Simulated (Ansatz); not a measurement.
**ZnO (NiAs type) from LDA to hybrids**

All numbers come from the PAW code Ansatz. No spin polarisation. The prototype was imposed, so other structures may be more stable.

Structure: ZnO, NiAs type, at its r2SCAN minimum. Space group P6_3/mmc (No. 194), hexagonal; conventional cell a = 2.977 Å, c = 5.126 Å, 9.83 Å³ an atom. Zn is surrounded by 6 O at 2.14 Å; O is surrounded by 6 Zn at 2.14 Å.

```cif
data_structure
_symmetry_space_group_name_H-M 'P 1'
_symmetry_Int_Tables_number 1
_cell_length_a 2.9769
_cell_length_b 2.9769
_cell_length_c 5.1256
_cell_angle_alpha 90.000
_cell_angle_beta 90.000
_cell_angle_gamma 120.000
_cell_volume 39.34
loop_
_atom_site_label
_atom_site_type_symbol
_atom_site_fract_x
_atom_site_fract_y
_atom_site_fract_z
_atom_site_occupancy
Zn1 Zn 0.00000 0.00000 0.00000 1
Zn2 Zn 0.00000 0.00000 0.50000 1
O1 O 0.33333 0.66667 0.25000 1
O2 O 0.66667 0.33333 0.75000 1
```

Relaxed lattice by functional, symmetry kept:
```json
{"functional": "PBE", "k mesh": "12×12×6", "a (Å)": "3.025", "c (Å)": "5.192", "volume (Å³/atom)": "10.29"}
{"functional": "r2SCAN", "k mesh": "12×12×4", "a (Å)": "2.977", "c (Å)": "5.126", "volume (Å³/atom)": "9.83"}
{"functional": "PBEsol", "k mesh": "12×12×4", "a (Å)": "2.978", "c (Å)": "5.119", "volume (Å³/atom)": "9.83"}
{"functional": "LDA", "k mesh": "12×12×4", "a (Å)": "2.943", "c (Å)": "5.052", "volume (Å³/atom)": "9.47"}
{"functional": "HSE06", "k mesh": "6×6×4", "a (Å)": "2.980", "c (Å)": "5.140", "volume (Å³/atom)": "9.88"}
```

On this one geometry the levels give:
```json
{"level": "LDA", "k mesh": "12×12×6", "gap (eV)": "0.71", "kind": "direct", "edges": "Γ", "least direct gap (eV)": "0.71", "rough cost": "6 core-seconds"}
{"level": "PBE", "k mesh": "12×12×6", "gap (eV)": "0.75", "kind": "direct", "edges": "Γ", "least direct gap (eV)": "0.75", "rough cost": "6 core-seconds"}
{"level": "r2SCAN", "k mesh": "12×12×6", "gap (eV)": "1.36", "kind": "direct", "edges": "Γ", "least direct gap (eV)": "1.36", "rough cost": "11 core-seconds"}
{"level": "HSE06", "k mesh": "6×6×4", "gap (eV)": "2.50", "kind": "direct", "edges": "Γ", "least direct gap (eV)": "2.50", "rough cost": "110 core-seconds"}
{"level": "DDH-PBE0", "k mesh": "6×6×4", "gap (eV)": "2.49", "kind": "direct", "edges": "Γ", "least direct gap (eV)": "2.49", "rough cost": "3 core-minutes"}
{"level": "PBE0", "k mesh": "6×6×4", "gap (eV)": "3.19", "kind": "direct", "edges": "Γ", "least direct gap (eV)": "3.19", "rough cost": "110 core-seconds"}
{"level": "r2SCAN0", "k mesh": "6×6×4", "gap (eV)": "3.67", "kind": "direct", "edges": "Γ", "least direct gap (eV)": "3.67", "rough cost": "2.1 core-minutes"}
{"level": "LC-ωPBE", "k mesh": "6×6×4 alone", "gap (eV)": "7.72", "kind": "direct", "edges": "Γ", "least direct gap (eV)": "7.72", "rough cost": "50 core-seconds"}
```
PBE: smearing of 0.02 eV; the others have fixed occupations.
Wave cutoffs: 420 eV, 500 eV (r2SCAN, r2SCAN0).
A mesh marked alone had no extra points solved.
Costs come from shared machines and give only the order; PBE's includes the band path. The runs had 2 threads of Arm Neoverse V1 (shared host).

With HSE06 the gap is 2.50 eV and direct, at Γ.

r2SCAN covers 35 % of the step from PBE to HSE06, while HSE06 needs about 10 times r2SCAN's cost (on a coarser mesh). All these functionals give a gap of the same kind, direct.

r2SCAN (ground state on 9×9×4): The electronic dielectric tensor ε∞ is 4.83 along x and y, 4.99 along z. Born charges, averaged over directions: Zn +2.39, O -2.39 e. PBE (ground state on 9×9×4): The electronic dielectric tensor ε∞ is 5.50 along x and y, 5.60 along z. Born charges, averaged over directions: Zn +2.40, O -2.40 e.

The meshes of the hybrids are coarse, so their gaps aren't converged to the digits shown.
